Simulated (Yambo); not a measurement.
# BP (F-43m) in Yambo: notebook, part 2 of 3

Yambo 5.3.0. The steps go on from the part before.

### 3 Optical spectrum, PBE

Contents of optics1.in:

```
optics
chi
Chimod= "HARTREE"
% BndsRnXd
 1 | 29 |
%
NGsBlkXd= 3 Ry
% LongDrXd
 1 | 0 | 0 |
%
% QpntsRXd
 1 | 1 |
%
% EnRngeXd
 0 | 20 | eV
%
% DmRngeXd
 0.1 | 0.1 | eV
%
ETStpsXd= 200
```

Contents of scf.in:

```
&CONTROL
  calculation = 'scf'
  prefix = 'pwscf'
  outdir = './tmp'
  pseudo_dir = './pseudo'
/
&SYSTEM
  ibrav = 0
  nat = 2
  ntyp = 2
  ecutwfc = 76
  nbnd = 9
  occupations = 'smearing'
  smearing = 'fd'
  degauss = 0.00367493
  force_symmorphic = .true.
/
&ELECTRONS
  conv_thr = 4d-10
  electron_maxstep = 120
  mixing_beta = 0.5
/
ATOMIC_SPECIES
P     30.9738 P.upf
B     10.8100 B.upf
CELL_PARAMETERS angstrom
   0.0000000000    2.2690000000    2.2690000000
   2.2690000000    0.0000000000    2.2690000000
   2.2690000000    2.2690000000    0.0000000000
ATOMIC_POSITIONS crystal
P      0.7500000000    0.7500000000    0.7500000000
B      0.0000000000    0.0000000000    0.0000000000
K_POINTS automatic
10 10 10 0 0 0
```

Contents of nscf.in:

```
&CONTROL
  calculation = 'nscf'
  prefix = 'pwscf'
  outdir = './tmp'
  pseudo_dir = './pseudo'
/
&SYSTEM
  ibrav = 0
  nat = 2
  ntyp = 2
  ecutwfc = 76
  nbnd = 124
  occupations = 'fixed'
  force_symmorphic = .true.
/
&ELECTRONS
  conv_thr = 1d-08
  diago_full_acc = .true.
  diago_thr_init = 1d-06
/
ATOMIC_SPECIES
P     30.9738 P.upf
B     10.8100 B.upf
CELL_PARAMETERS angstrom
   0.0000000000    2.2690000000    2.2690000000
   2.2690000000    0.0000000000    2.2690000000
   2.2690000000    2.2690000000    0.0000000000
ATOMIC_POSITIONS crystal
P      0.7500000000    0.7500000000    0.7500000000
B      0.0000000000    0.0000000000    0.0000000000
K_POINTS automatic
6 6 6 0 0 0
```

Potentials or basis: PseudoDojo 0.4.1 SR PBE standard.

Command:

```sh
$ OMP_NUM_THREADS=1 pw.x -in scf.in > scf.out
$ OMP_NUM_THREADS=1 pw.x -in nscf.in > nscf.out
$ cd tmp/pwscf.save; p2y; mv SAVE ../..; cd ../..
$ OMP_NUM_THREADS=1 yambo
$ OMP_NUM_THREADS=1 yambo -F optics1.in -J optics1 -C optics1_out
```

Yambo's report:

```text
[... sections 02.01 to 02.04 as in the set-up run ...]

  [02.05] Energies & Occupations
  ==============================

  [X] === General ===
  [X] Electronic Temperature                        :  0.000000  0.000000 [eV K]
  [X] Bosonic    Temperature                        :  0.000000  0.000000 [eV K]
  [X] Finite Temperature mode                       : no
  [X] El. density                                   :  0.34242E+24 [cm-3]
  [X] Fermi Level                                   :  9.240000 [eV]

  [X] === Gaps and Widths ===
  [X] Conduction Band Min                           :  1.348192 [eV]
  [X] Valence Band Max                              :  0.000000 [eV]
  [X] Filled Bands                                  :   4
  [X] Empty Bands                                   :    5  124
  [X] Direct Gap                                    :  3.407264 [eV]
  [X] Direct Gap localized at k                     :  1
  [X] Indirect Gap                                  :  1.348192 [eV]
  [X] Indirect Gap between kpts                     :   1  13
  [X] Last valence band width                       :  5.172985 [eV]
  [X] 1st conduction band width                     :  3.286501 [eV]

 [03] Transferred momenta grid and indexing
 ==========================================

 IBZ Q-points                                      :  16
 BZ  Q-points                                      :  216

 K/Q-points units:
 rlu = crystal or reduced units; cc = cartesian coordinates; iku = interal k-units

 Q [ 1]         [rlu]:  0.000000  0.000000  0.000000
 Q [ 2]         [rlu]: -0.53337E-17 -0.53337E-17  0.16667
 Q [ 3]         [rlu]: -0.10667E-16 -0.10667E-16  0.33333
 Q [ 4]         [rlu]:  0.21235E-17  0.21235E-17 -0.50000
 Q [ 5]         [rlu]:  0.60338E-17  0.16667      0.16667
 Q [ 6]         [rlu]:  0.85440E-17  0.16667      0.33333
 Q [ 7]         [rlu]: -0.10667E-16  0.16667      0.50000
 Q [ 8]         [rlu]:  0.21235E-17  0.16667     -0.33333
 Q [ 9]         [rlu]:  0.29609E-16  0.16667     -0.16667
 Q [10]         [rlu]:  0.12068E-16  0.33333      0.33333
 Q [11]         [rlu]:  0.93123E-16  0.33333      0.50000
 Q [12]         [rlu]:  0.59217E-16  0.33333     -0.33333
 Q [13]         [rlu]: -0.18101E-16 -0.50000     -0.50000
 Q [14]         [rlu]:  0.166667  0.333333  0.500000
 Q [15]         [rlu]:  0.166667  0.333333 -0.333333
 Q [16]         [rlu]:  0.166667 -0.500000 -0.333333

 [WARNING] [Xd] User bands 1-29 break level degeneracy

 [04] Dipoles
 ============

  [04.01] Setup: observables and procedures
  =========================================

  [WF-Oscillators/G space/Transverse up loader] Normalization (few states)  min/max  :  0.12633E-16   1.0000

  [WR./optics1//ndb.dipoles]------------------------------------------------------
   Brillouin Zone Q/K grids (IBZ/BZ)                :   16  216   16  216
   RL vectors                                       :  2421 [WF]
   Fragmentation                                    : yes
   Electronic Temperature                           :  0.000000 [K]
   Bosonic    Temperature                           :  0.000000 [K]
   DIP band range                                   :   1  29
   DIP band range limits                            :   4   5
   DIP e/h energy range                             : -1.000000 -1.000000 [eV]
   RL vectors in the sum                            :  2421
   [r,Vnl] included                                 : yes
   Bands ordered                                    : yes
   Direct v evaluation                              : no
   Approach used                                    : G-space v
   Dipoles computed                                 : R V P [G-space]
   Wavefunctions                                    : Perdew, Burke & Ernzerhof(X)+Perdew, Burke & Ernzerhof(C)

  [WARNING] [r,Vnl^pseudo] included in position and velocity dipoles.

  [WARNING] In case H contains other non local terms, these are neglected

 [05] Optics
 ===========

 [X-CG] R(p) Tot o/o(of R):   1245  21600    100
```

Wall time 23 s (1 thread of Intel Xeon 6975P-C (Granite Rapids), shared host); peak memory 0.29 GiB.

What came out:

```yaml
Band_gap_on_the_k_mesh_mean-field_level: 1.35 eV, indirect (least direct gap 3.41 eV)
Electronic_dielectric_constant_along_the_field: 10.00
Electronic_dielectric_constant_along_the_field_independent_particles: 10.64
```

Dielectric function (along the field direction of the input):
```tsv
energy (eV)	real part	imaginary part
0.30	10.02	0.15
0.90	10.24	0.17
1.61	10.83	0.21
2.31	12.00	0.31
3.02	14.78	0.83
3.62	13.51	2.19
4.32	15.64	5.48
5.03	15.99	15.26
5.73	1.03	48.59
6.33	-11.63	14.91
7.04	-8.35	3.77
7.74	-3.52	5.23
8.44	1.26	3.67
9.05	-0.31	7.49
9.75	-2.25	9.70
10.45	-6.41	4.04
11.16	-2.73	0.91
11.76	-3.98	2.46
12.46	-1.70	1.11
13.17	-1.76	0.65
13.87	-1.69	1.22
14.47	-0.81	1.00
15.18	-1.28	0.93
15.88	-0.32	0.71
16.58	-0.54	0.44
17.19	-0.37	0.66
17.89	-0.62	0.57
18.59	-0.21	0.55
19.30	-0.59	0.68
20.00	-0.18	0.33
```

Caveat: this k mesh misses the band edges, so its gaps are larger than the crystal's; spectra need much finer meshes, so this one isn't converged; these spectra lack excitons.

### 4 Optical spectrum by the Bethe-Salpeter equation, PBE

Contents of bse2.in:

```
optics
bse
bss
rim_cut
em1s
RandQpts= 1000000
RandGvec= 50 RL
Chimod= "HARTREE"
% BndsRnXs
 1 | 29 |
%
NGsBlkXs= 5 Ry
% LongDrXs
 1 | 0 | 0 |
%
BSKmod= "SEX"
BSEmod= "retarded"
BSSmod= "d"
% BSEQptR
 1 | 1 |
%
% BSEBands
 3 | 6 |
%
BSENGexx= 20 Ry
BSENGBlk= 5 Ry
% BEnRange
 0 | 20 | eV
%
% BDmRange
 0.1 | 0.1 | eV
%
BEnSteps= 200
% BLongDir
 1 | 0 | 0 |
%
BSEprop= "abs"
WRbsWF
% KfnQP_E
 0.88 | 1.0 | 1.0 |
%
```

scf.in is that of step 3.

nscf.in is that of step 3.

Potentials or basis: PseudoDojo 0.4.1 SR PBE standard.

Command:

```sh
$ OMP_NUM_THREADS=1 pw.x -in scf.in > scf.out
$ OMP_NUM_THREADS=1 pw.x -in nscf.in > nscf.out
$ cd tmp/pwscf.save; p2y; mv SAVE ../..; cd ../..
$ OMP_NUM_THREADS=1 yambo
$ mkdir -p bse2; ln -s $PWD/g0w00/ndb.RIM bse2/
$ OMP_NUM_THREADS=1 yambo -F bse2.in -J bse2 -C bse2_out
$ OMP_NUM_THREADS=1 ypp -J bse2 -C bse2_out -e s -b 1
```

Yambo's report:

```text
[... sections 02.01 to 02.04 as in the set-up run ...]

  [02.05] Energies & Occupations
  ==============================

  [X] === General ===
  [X] Electronic Temperature                        :  0.000000  0.000000 [eV K]
  [X] Bosonic    Temperature                        :  0.000000  0.000000 [eV K]
  [X] Finite Temperature mode                       : no
  [X] El. density                                   :  0.34242E+24 [cm-3]
  [X] Fermi Level                                   :  9.240000 [eV]

  [X] === Gaps and Widths ===
  [X] Conduction Band Min                           :  1.348192 [eV]
  [X] Valence Band Max                              :  0.000000 [eV]
  [X] Filled Bands                                  :   4
  [X] Empty Bands                                   :    5  124
  [X] Direct Gap                                    :  3.407264 [eV]
  [X] Direct Gap localized at k                     :  1
  [X] Indirect Gap                                  :  1.348192 [eV]
  [X] Indirect Gap between kpts                     :   1  13
[... 300 lines left out ...]
    [K] Exchange                                     : yes [res]
    [K] Correlation                                  : yes [res]
    [K] Kernel`s coupling                            : no
    [K] Exchange                                     : no [cpl]
    [K] Correlation                                  : no [cpl]
    [K] W interaction is bare                        : no
    [K] ALDA kernel in R-space                       : no
    [K] RL vectors                                   :  283 [exchange]
    [K] RL vectors                                   :   51 [correlation]
    [K] E/h energy range                             : -1.000000 -1.000000 [eV]
    [K] Coupling range                               :  100.0000  100.0000 [o/o]
    [W] Interaction is diagonal                      : no
    [W] Matrix size                                  :   51
    [W] Bands                                        :   1  29
    [W] e/h energy range                             : -1.000000 -1.000000 [eV]
    [W] Poles                                        :  100.0000 [o/o]
    [W] RL vectors in the sum                        :  2421
    [W] [r,Vnl] included                             : yes
    [W] Field direction                              :  0.100000E-4   0.00000      0.00000
    [W] Coulomb Cutoff                               : none
    [W] Hxc Kernel                                   : HARTREE
    [RIM] RL components                              :   51 [col]
    [RIM] Random points                              :  1000000 [col]
    [SOC] Perturbative SOC                           : no
    [K] Kernel long-range exchange                   : BAR
    [BSS] Eigenstates included                       : yes
    [BSS] Field direction                            :  0.100000E-4   0.00000      0.00000
    [BSS] Eigenstates computed                       :   864
    [BSS] Number of BSE matrices                     :  1
```

Wall time 41 s (1 thread of Intel Xeon 6975P-C (Granite Rapids), shared host); peak memory 0.29 GiB.

What came out:

```yaml
Band_gap_on_the_k_mesh_mean-field_level: 1.35 eV, indirect (least direct gap 3.41 eV)
Exciton_binding_energy: 0.21 eV
Lowest_exciton_energy: 4.07 eV
Lowest_bright_exciton_energy: 4.07 eV
```

Dielectric function (along the field direction of the input):
| energy (eV) | real part | imaginary part |
| --- | --- | --- |
| 0.30 | 8.55 | 0.01 |
| 1.31 | 8.94 | 0.07 |
| 2.31 | 9.97 | 0.15 |
| 3.32 | 12.40 | 0.38 |
| 4.42 | 20.21 | 2.25 |
| 5.43 | 19.69 | 28.20 |
| 6.43 | -23.61 | 17.55 |
| 7.54 | -8.38 | 4.41 |
| 8.54 | -4.18 | 2.22 |
| 9.55 | -4.24 | 4.40 |
| 10.65 | -4.94 | 2.22 |
| 11.66 | -2.70 | 0.22 |
| 12.66 | -1.71 | 0.08 |
| 13.77 | -1.07 | 0.04 |
| 14.77 | -0.69 | 0.03 |
| 15.78 | -0.45 | 0.03 |
| 16.88 | -0.21 | 0.02 |
| 17.89 | -0.06 | 0.01 |
| 18.89 | 0.07 | 0.01 |
| 20.00 | 0.19 | 0.01 |

Lowest exciton energies (eV): 4.07, 4.08, 4.08, 4.08, 4.83, 4.84, 4.84, 4.84

Excitons:
| energy (eV) | strength (relative to the strongest) |
| --- | --- |
| 4.075 | 0.015 |
| 4.076 | 0.011 |
| 4.080 | 0.0067 |
| 4.084 | 0.00024 |
| 4.835 | 0.042 |
| 4.835 | 0.2 |
| 4.836 | 0.022 |
| 4.838 | 0.0014 |
| 4.839 | 0.012 |
| 4.839 | 0.013 |
| 4.848 | 1.8e-07 |
| 4.848 | 5.5e-05 |

Caveat: this k mesh misses the band edges, so its gaps are larger than the crystal's; the scissor is the correction of the direct gap in an earlier G0W0 run on the same states; exciton energies and binding change strongly with the k mesh and aren't converged on this one; spectra need much finer meshes, so this one isn't converged.

[end of part 2 of 3]
